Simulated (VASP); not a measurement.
SnTe: relaxation of cell and atoms with r2SCAN

Crystal: SnTe.

```
Te Sn
1.0
     3.90470    0.00000    0.00000
     0.00000    3.90470    0.00000
     0.00000    0.00000    3.90470
Te Sn
1 1
Direct
  0.50000 0.50000 0.50000
  0.00000 0.00000 0.00000
```

Measurements of this composition are mostly on another form, of space group No. 225.

```
Program                : VASP 6.6.1
Task                   : relaxation of cell and atoms
Functional             : r2SCAN
Potentials or basis    : VASP PAW PBE potentials, release 64 (Te, Sn_d)
Cutoff                 : 600 eV
k mesh                 : 7 × 7 × 7
Occupations            : gaussian, width 0.05 eV
Spin                   : no spin polarisation
Further INCAR settings : ALGO = Normal; EDIFF = 1e-07; IBRION = 2; EDIFFG = -0.02; NSW = 60; ISIF = 3
```

```
Relaxed volume                         : 28.49 Å³/atom
Relaxed cell                           : a = 3.848 Å, b = 3.848 Å, c = 3.848 Å, α = 90.00°, β = 90.00°, γ = 90.00°
Space group after relaxing (to 0.05 Å) : Pm-3m (No. 221)
Energy gained by relaxing              : 5.1 meV/atom
Ionic steps                            : 4
Pressure after relaxing                : 0.0 GPa
Band gap on the k mesh                 : none (metal or under the smearing width)
```

Step by step:
```tsv
step	energy change (eV)	largest force (eV/Å)	pressure (GPa)	volume (Å³)
1	0.0000	0.0000	-1.16	59.53
2	-0.0091	0.0000	-0.42	57.69
3	-0.0101	0.0000	0.16	56.70
4	-0.0102	0.0000	-0.02	56.97
```

Final structure:
```
Te Sn
1.0
     3.84783    0.00000    0.00000
     0.00000    3.84783    0.00000
     0.00000    0.00000    3.84783
Te Sn
1 1
Cartesian
  1.9239 1.9239 1.9239
  0.0000 0.0000 0.0000
```

Levels at points of the mesh, in eV from the Fermi level:
| k point | band 8 | band 9 | band 10 | band 11 | band 12 | band 13 |
| --- | --- | --- | --- | --- | --- | --- |
| (0.00, 0.00, 0.00) | -1.98 | -1.98 | -1.98 | 4.00 | 4.00 | 6.01 |

Run time: 3.2 min on 1 thread of AMD EPYC 9R45 (Zen 5), with other jobs on the host, peak memory 0.18 GiB.

Caveat: the PAW data sets were made with another functional, which shifts forces and pressure a little. Spin-orbit coupling is left out, which matters for the levels of Te.
